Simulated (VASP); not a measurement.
Input of a VASP 6.6.1 run:

Contents of INCAR:

```
SYSTEM = TaS2
PREC     = Accurate       ! precision mode
ENCUT    = 520            ! plane-wave cutoff, eV
EDIFF    = 1E-6           ! SCF threshold, eV
ISMEAR   = 0              ! smearing method
SIGMA    = 0.05           ! smearing width, eV
LREAL    = .False.        ! projectors in reciprocal space
LASPH    = .True.         ! aspherical terms in the spheres
NELM     = 80             ! most SCF steps
ALGO     = Fast           ! electronic algorithm
ISIF     = 2              ! what is computed and relaxed
LWAVE    = .False.        ! write WAVECAR
LCHARG   = .False.        ! write CHGCAR
ISPIN    = 2              ! spin polarisation
MAGMOM   = 0.5 0 0        ! initial moments
LORBIT   = 11             ! projections on sites
LMAXMIX  = 4              ! l up to which the mixer works
LDAU     = .True.         ! DFT+U
LDAUTYPE = 2            
LDAUL    = 2 -1           ! shell
LDAUU    = 5 0            ! U, eV
LDAUJ    = 0 0          
LDAUPRINT= 1            
GGA      = PS             ! functional
```

File KPOINTS:

```
Automatic mesh
0
Gamma
  7 7 3
  0 0 0
```

The input POSCAR:

```
TaS2
1.0
    3.3500014000      0.0000000000      0.0000000000
   -1.6750007000      2.9011863100      0.0000000000
    0.0000000000      0.0000000000      5.8599987400
Ta S
1 2
Direct
    0.0000000000      0.0000000000      0.0000000000
    0.3333333333      0.6666666667      0.2500000000
    0.6666666667      0.3333333333      0.7500000000
```

Potentials or basis: VASP PAW PBE potentials, release 64 (Ta_pv, S).

Launch:

```console
$ cat potpaw_PBE.64/Ta_pv/POTCAR potpaw_PBE.64/S/POTCAR > POTCAR
$ mpirun -np 1 vasp_std > vasp.out
```

Task: Predict the band gap on the k mesh.

Result: None (metal or under the smearing width).

Task: Predict the largest force.

Result: 1.492 eV/Å.

Task: Estimate the net moment.

Result: 0.16 μB per cell.

Task: Predict the site moments.

Result: Ta +0.13; S -0.01 μB.

Forces in eV/Å, atoms in the order of the input:
```
Ta   0.000  0.000  0.000
S    0.000  0.000  1.492
S    0.000  0.000 -1.492
```

Caveat: the PAW data sets were made with another functional, which shifts forces and pressure a little. The state reached can hang on the start; a lower one may exist.
